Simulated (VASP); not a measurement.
# Sb: molecular dynamics at constant energy

Sb, P6_3/mmc (no. 194), 16 atoms in the cell. PBE, molecular dynamics; PAW potentials Sb (PBE set).

Ensemble: NVE; Starting temperature (K): 1000.

## Input

INCAR:
```
SYSTEM = Sb
ALGO     = Fast           ! electronic algorithm
EDIFF    = 1E-6           ! SCF threshold, eV
ENCUT    = 200            ! plane-wave cutoff, eV
GGA      = PE             ! functional
IBRION   = 0              ! ionic algorithm
ISIF     = 2              ! what is computed and relaxed
ISMEAR   = -1             ! smearing method
ISYM     = 0            
KPAR     = 2            
LASPH    = .True.         ! aspherical terms in the spheres
LCHARG   = .False.        ! write CHGCAR
LREAL    = Auto         
LWAVE    = .False.        ! write WAVECAR
MDALGO   = 2            
NELM     = 60             ! most SCF steps
NELMIN   = 4            
NSW      = 60             ! ionic steps
POTIM    = 4.0            ! step
PREC     = Normal         ! precision mode
RANDOM_SEED= 891278 0 0   
SIGMA    = 0.05           ! smearing width, eV
SMASS    = -3           
TEBEG    = 1000          
```

KPOINTS:
```
k-points
0
Monkhorst-Pack
  2 2 1
```

POSCAR:
```
Sb
1.0
    6.7090648372      0.0000000000      0.0000000000
   -3.3545324186      5.8102205846      0.0000000000
    0.0000000000      0.0000000000     10.9403213000
Sb
16
Direct
    0.3333333334      0.1666666666      0.3750000000
    0.3333333334      0.1666666666      0.8750000000
    0.3333333334      0.6666666667      0.3750000000
    0.3333333334      0.6666666667      0.8750000000
    0.8333333333      0.1666666666      0.3750000000
    0.8333333333      0.1666666666      0.8750000000
    0.8333333333      0.6666666667      0.3750000000
    0.8333333333      0.6666666667      0.8750000000
    0.1666666666      0.3333333334      0.1250000000
    0.1666666666      0.3333333334      0.6250000000
    0.1666666666      0.8333333334      0.1250000000
    0.1666666666      0.8333333334      0.6250000000
    0.6666666666      0.3333333334      0.1250000000
    0.6666666666      0.3333333334      0.6250000000
    0.6666666666      0.8333333334      0.1250000000
    0.6666666666      0.8333333334      0.6250000000
```

Commands:
```
cat potpaw_PBE.64/Sb/POTCAR > POTCAR
mpirun -np 2 vasp_std > vasp.out
```

## Result

- Rise of the mean potential energy above the start (meV/atom): 34.0
- Mean temperature (K): 719
- Standard error of the mean temperature (K): 76
- Relative fluctuation of the kinetic energy: 0.238
- Canonical value of that fluctuation: 0.211
- Electronic steps per ionic step after the first: 5.1

Course of the run:

| Time (fs) | Temperature (K) | Potential energy less the first (meV/atom) |
|---|---|---|
| 4 | 1000 | 0.0 |
| 24 | 978 | 2.6 |
| 40 | 931 | 8.4 |
| 60 | 809 | 23.1 |
| 76 | 660 | 41.2 |
| 96 | 494 | 61.4 |
| 112 | 455 | 66.0 |
| 132 | 551 | 54.4 |
| 148 | 691 | 37.5 |
| 168 | 830 | 20.6 |
| 184 | 843 | 18.9 |
| 204 | 725 | 33.2 |
| 220 | 601 | 48.3 |
| 240 | 542 | 55.5 |

The mean temperature lies below the starting 1000 K, since the atoms start on their sites and part of their kinetic energy turns into potential energy.

REPORT:
```
MDALGO =   2
               SCALING =       0
                 CNEXP =     9.000   14.000
           RANDOM_SEED =            891278                0                0

   original number of atomic DOF:         45
   number of independent constraints:      0
   number of active DOF:                  45

========================================
         MD step No.       1
========================================

  Atomic velocities initialized by STEP_tb

  >Energies
                    E_tot             E_pot             E_kin               EPS                ES
   e_b>   -0.58427269E+02   -0.60366180E+02    0.19389108E+01    0.00000000E+00    0.00000000E+00

  >Temperature
               T_sim     T_inst
   tmprt>   1000.000    999.999

  >Thermostat:
           s(n+1) sdot(n+1)      s(n)   sdot(n)        Qs
   s_b>   0.00000   0.00000   0.00000   0.00000  -3.00000

           RANDOM_SEED =            891278               96                0

[... steps left out ...]

========================================
         MD step No.      60
========================================

  >Energies
                    E_tot             E_pot             E_kin               EPS                ES
   e_b>   -0.58427995E+02   -0.59478764E+02    0.10507689E+01    0.00000000E+00    0.00000000E+00

  >Temperature
               T_sim     T_inst
   tmprt>   1000.000    541.937

  >Thermostat:
           s(n+1) sdot(n+1)      s(n)   sdot(n)        Qs
   s_b>   0.00000   0.00000   0.00000   0.00000  -3.00000

           RANDOM_SEED =            891278               96                0
```

OSZICAR:
```
N       E                     dE             d eps       ncg     rms          rms(c)
DAV:   1     0.202885451747E+03    0.20289E+03   -0.15495E+04   588   0.601E+02
DAV:   2    -0.395480089216E+02   -0.24243E+03   -0.23304E+03   668   0.148E+02
DAV:   3    -0.598262303685E+02   -0.20278E+02   -0.19179E+02   781   0.392E+01
DAV:   4    -0.603839096512E+02   -0.55768E+00   -0.54215E+00   736   0.607E+00
DAV:   5    -0.604000107129E+02   -0.16101E-01   -0.15947E-01   744   0.893E-01    0.801E+00
RMM:   6    -0.603781487778E+02    0.21862E-01   -0.21341E-02   588   0.525E-01    0.467E+00
RMM:   7    -0.603655210827E+02    0.12628E-01   -0.48244E-02   589   0.794E-01    0.130E-01
RMM:   8    -0.603660553294E+02   -0.53425E-03   -0.36160E-03   613   0.238E-01    0.892E-02
RMM:   9    -0.603661522404E+02   -0.96911E-04   -0.78539E-04   645   0.894E-02    0.672E-02
RMM:  10    -0.603661826074E+02   -0.30367E-04   -0.13696E-04   648   0.334E-02    0.363E-02
RMM:  11    -0.603661774503E+02    0.51571E-05   -0.18296E-05   625   0.118E-02    0.240E-03
RMM:  12    -0.603661789758E+02   -0.15255E-05   -0.31257E-06   420   0.513E-03    0.126E-03
[... left out ...]
     59 T=   541. E= -.58427985E+02 F= -.59477132E+02 E0= -.59438976E+02  EK= 0.10491E+01 SP= 0.00E+00 SK= 0.00E+00
[... last step whole ...]
       N       E                     dE             d eps       ncg     rms          rms(c)
DAV:   1    -0.594786843283E+02   -0.15523E-02   -0.87056E-03  1016   0.119E+00    0.142E-02
RMM:   2    -0.594787499612E+02   -0.65633E-04   -0.67951E-04   590   0.709E-02    0.535E-03
RMM:   3    -0.594787621472E+02   -0.12186E-04   -0.11602E-04   646   0.288E-02    0.183E-03
RMM:   4    -0.594787638842E+02   -0.17370E-05   -0.17616E-05   575   0.115E-02    0.134E-03
RMM:   5    -0.594787642643E+02   -0.38013E-06   -0.38621E-06   408   0.544E-03
     60 T=   542. E= -.58427995E+02 F= -.59478764E+02 E0= -.59440343E+02  EK= 0.10508E+01 SP= 0.00E+00 SK= 0.00E+00
```

Limits: 240 fs of 16 atoms are too short for converged averages.

VASP 6.6.1 took 551 s on 2 cores (Intel Xeon Platinum 8259CL @ 2.50GHz (Skylake/Cascade Lake)), a shared host.
